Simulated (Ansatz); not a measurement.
## Ti: a jump of O

All numbers below come from Ansatz, DFT PBEsol, scalar-relativistic, plane waves, PAW. Settings: 420 eV cutoff, 4×4×4 k-mesh, shifted by half a step, Gaussian smearing of 0.10 eV, no spin polarisation.

In a supercell of 18 host sites, interstitial O hops to an equivalent place, moving 2.80 Å between the relaxed ends. Climbing-image nudged elastic band at fixed cell with images 0 (start) to 6 (end), the path measured over all atoms, converged to 0.05 eV/Å; the order of the saddle wasn't checked, and the small cell leaves errors of about a tenth of an eV.

Command:

```bash
ansatz run input.yaml --threads 4 --pin off --max-ram 10240MiB --backend cpu --events-out ev --progress --plain --runs-dir out
```

Input:

```yaml
crystal:
  lattice:
    - [4.3506528001, 2.5118505653, -4.5909904467]
    - [0.0, -5.0237011306, -4.5909904467]
    - [-4.3506528001, 2.5118505653, -4.5909904467]
  atoms:
    - { symbol: Ti, position: [0.0286014333, 0.3594211226, 0.3613502997] }
    - { symbol: Ti, position: [0.0286380414, 0.0281469265, 0.692686533] }
    - { symbol: Ti, position: [0.3613538923, 0.3594176792, 0.0285974345] }
    - { symbol: Ti, position: [0.7011171487, 0.3678812296, 0.7011056458] }
    - { symbol: Ti, position: [0.3575166145, 0.0241770861, 0.3575163842] }
    - { symbol: Ti, position: [0.0206338934, 0.687514183, 0.0206051841] }
    - { symbol: Ti, position: [0.3614551741, 0.6953347828, 0.69271237] }
    - { symbol: Ti, position: [0.6926916068, 0.0281353925, 0.0286289344] }
    - { symbol: Ti, position: [0.6927208947, 0.6953296809, 0.3614400302] }
    - { symbol: Ti, position: [0.9856050042, 0.2785705701, 0.9856672221] }
    - { symbol: Ti, position: [0.9682743649, 0.9722196467, 0.3055656486] }
    - { symbol: Ti, position: [0.3103272461, 0.3040428496, 0.6373811587] }
    - { symbol: Ti, position: [0.6373672405, 0.3040297152, 0.3103440249] }
    - { symbol: Ti, position: [0.3055681957, 0.9722247977, 0.9682713274] }
    - { symbol: Ti, position: [0.9859277764, 0.652130344, 0.6118207089] }
    - { symbol: Ti, position: [0.3055429155, 0.6349369376, 0.3055454625] }
    - { symbol: Ti, position: [0.6374792252, 0.9768675666, 0.6374799398] }
    - { symbol: Ti, position: [0.6118295043, 0.652092873, 0.9859525606] }
    - { symbol: O, position: [0.8630180667, 0.5297696038, 0.863007932] }
basis:
  ecutwfc: 420
  xc_grid: 2
kpoints:
  mp_grid: { grid: [4, 4, 4], shift: [0.5, 0.5, 0.5] }
hamiltonian:
  xc: pbesol
scf:
  occupations: { method: gaussian, width: 0.1 }
output:
  forces: true
neb:
  images: 5
  f_tol: 0.05
  max_iterations: 70
  order_check: false
  final_atoms:
    - { symbol: Ti, position: [0.0140722236, 0.347869656, 0.3881792911] }
    - { symbol: Ti, position: [0.0317256351, 0.0277803533, 0.6944343514] }
    - { symbol: Ti, position: [0.3881704957, 0.347907127, 0.0140474394] }
    - { symbol: Ti, position: [0.6944570845, 0.3650630624, 0.6944545375] }
    - { symbol: Ti, position: [0.3625207748, 0.0231324334, 0.3625200602] }
    - { symbol: Ti, position: [0.0143949958, 0.7214294299, 0.0143327779] }
    - { symbol: Ti, position: [0.3626327595, 0.6959702848, 0.6896559751] }
    - { symbol: Ti, position: [0.6944318043, 0.0277752023, 0.0317286726] }
    - { symbol: Ti, position: [0.6896727539, 0.6959571504, 0.3626188413] }
    - { symbol: Ti, position: [0.9793661066, 0.312485817, 0.9793948159] }
    - { symbol: Ti, position: [0.9713619586, 0.9718530735, 0.307313467] }
    - { symbol: Ti, position: [0.3072791053, 0.3046703191, 0.6385599698] }
    - { symbol: Ti, position: [0.6385448259, 0.3046652172, 0.30728763] }
    - { symbol: Ti, position: [0.3073083932, 0.9718646075, 0.9713710656] }
    - { symbol: Ti, position: [0.9713985667, 0.6405788774, 0.6386497003] }
    - { symbol: Ti, position: [0.2988828513, 0.6321187704, 0.2988943542] }
    - { symbol: Ti, position: [0.6424833855, 0.9758229139, 0.6424836158] }
    - { symbol: Ti, position: [0.6386461077, 0.6405823208, 0.9714025655] }
    - { symbol: O, position: [1.1369819333, 0.4702303962, 1.136992068] }
```

Course of the band:

| iteration | largest band force (eV/Å) | climbing image | energies over image 0 (eV) |
| --- | --- | --- | --- |
| 1 | 17.448 | none | 0.000 1.344 5.529 8.604 5.529 1.344 0.000 |
| 2 | 8.142 | none | 0.000 0.557 2.468 3.590 2.468 0.557 0.000 |
| 3 | 2.834 | none | 0.000 0.267 1.326 1.721 1.326 0.267 0.000 |
| 4 | 1.356 | none | 0.000 0.244 0.923 0.997 0.923 0.244 0.000 |
| 5 | 0.324 | 4 | 0.000 0.324 0.819 0.472 0.819 0.324 0.000 |
| 6 | 0.374 | 2 | 0.000 0.377 0.803 0.464 0.791 0.283 0.000 |
| 7 | 0.422 | 2 | 0.000 0.303 0.791 0.385 0.787 0.322 0.000 |
| 8 | 0.256 | 2 | 0.000 0.297 0.782 0.377 0.781 0.329 0.000 |
| 9 | 0.191 | 2 | 0.000 0.303 0.781 0.398 0.770 0.358 0.000 |
| 10 | 0.048 | 2 | 0.000 0.306 0.780 0.381 0.770 0.347 0.000 |

Final band:

```
image path (Å) E − E(0) (eV) O x (Å) O y (Å) O z (Å) force on O (eV/Å)
    0      0.00          0.000    0.000    1.674  -10.356               0.00
    1      0.68          0.306    0.000    1.833  -10.797               0.62
    2      1.36          0.780    0.000    2.156  -11.133               0.01
    3      2.08          0.381    0.000    2.466  -11.436               0.35
    4      2.80          0.770    0.000    2.826  -11.779               0.21
    5      3.52          0.347    0.000    3.175  -12.139               0.65
    6      4.24          0.000    0.000    3.350  -12.599               0.00
```

Barrier 0.78 eV. The run took 45 min on 4 threads of Arm Neoverse V2 (shared host), peak memory 5.2 GiB.